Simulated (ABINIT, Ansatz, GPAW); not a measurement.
## SnSe: 3 runs at one level of theory

```
Sn Se
1.0
     0.00000    3.39084    3.39084
     3.39084    0.00000    3.39084
     3.39084    3.39084    0.00000
Sn Se
1 1
Direct
  0.00000 0.00000 0.00000
  0.75000 0.75000 0.75000
```

Measurements of this composition are mostly on another form, of space group No. 62.

Alike in all runs: task single point; functional PBE; k mesh 7 × 7 × 7; occupations fermi-dirac, width 0.05 eV; no spin polarisation; no spin-orbit coupling. Pressure is positive in compression and, in plane waves, holds the error of the finite cutoff, which Ansatz's Pulay term estimates and takes out.

| program and potentials | plane-wave cutoff (eV) | notes | pressure (GPa) |
| --- | --- | --- | --- |
| ABINIT, JTH PAW PBE v2.0 | 599 | 10 valence electrons an atom on average | -0.04 |
| Ansatz, Ansatz PAW (earlier soft set) | 420 | 15 valence electrons an atom on average | -0.04 |
| GPAW, GPAW PAW data sets (gpaw-data 1.2.1) | 600 | 10 valence electrons an atom on average | -0.13 |

The pressure spans -0.13 (GPAW, GPAW PAW data sets (gpaw-data 1.2.1)) to -0.04 GPa (ABINIT, JTH PAW PBE v2.0).

Differences between rows come from potentials, basis sets and numerical settings, since the functional is the same but for its coding. Runs on potential files found faulty are left out.
